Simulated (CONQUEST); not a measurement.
W:

```
W
1.0
     3.16469    0.00000    0.00000
     0.00000    3.16469    0.00000
     0.00000    0.00000    3.16469
W
2
Direct
  0.00000 0.00000 0.00000
  0.50000 0.50000 0.50000
```

| Quantity | Value |
| --- | --- |
| Program | CONQUEST 1.3 |
| Task | single point |
| Functional | PBEsol |
| Potentials or basis | PseudoDojo NC PBEsol, DZP, grid cutoff 120 Ha |
| k mesh | 8 × 8 × 8 |
| Occupations | fermi-dirac, width 0.05 eV |
| Spin | no spin polarisation |

On this cell: pressure 0.8 GPa; largest force zero by symmetry; band gap on the k mesh none (metal or under the smearing width).

The same run follows on a disturbed copy (atoms of the box moved at random, drawn with an rms of 0.05 Å):

```xyz
2
Lattice="3.1647 0.0000 0.0000 0.0000 3.1647 0.0000 0.0000 0.0000 3.1647" Properties=species:S:1:pos:R:3 pbc="T T T"
W     0.0052    0.0510    0.0192
W     1.5618    1.5428    1.5586
```

Problem. What changes?

Solution. The energy (extrapolated to zero smearing) moves by +30.4 meV/atom; pressure 2.2 GPa; largest force 1.197 eV/Å; band gap on the k mesh none (metal or under the smearing width).

Forces in eV/Å, atoms in the order of the input:
```
W   -0.283 -1.058 -0.484
W    0.277  1.048  0.477
```

Stress tensor (GPa, compression positive):
```
2.40 0.13 0.13
0.13 1.84 0.21
0.13 0.21 2.37
```

Caveats: the basis of atomic orbitals isn't converged, which shifts pressures, moduli and gaps; the box holds several primitive cells, so bands are folded and the points are those of the box's own zone (some runs).
